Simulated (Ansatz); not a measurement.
The reference is InN in the wurtzite structure (space group P6_3mc, No. 186; a = 3.5369 Å, c = 5.7136 Å). Axes: x lies along a and z along c of the hexagonal cell.

Method: plane-wave PAW DFT at the PBEsol level (Ansatz, an electronic-structure program, 420 eV), no SOC.

Base values:

```
Property           Result
---------------  --------
Pressure          0.0 GPa
Volume per atom  15.48 Å³
Band gap             zero
```

Perturbation: biaxial strain −0.79 %, plane normal [001], relaxed out of plane (Cartesian); in-plane vectors clamped, the third vector and the atoms free.

What does the calculation give for the pressure after the change?

The pressure (mean of the normal stresses, compression positive) goes from zero to 1.4 GPa.

Predict the new volume per atom.

The volume per atom drops by 0.15 Å³ (15.48 Å³ → 15.33 Å³).

Predict the new band gap.

The band gap stays zero.

The mesh was chosen for an insulator and is coarse for the gapless case. Stability against distortions was not tested. The final runs are not spin-polarised. A zero or small gap of InN can be the functional's error rather than a property of the material.
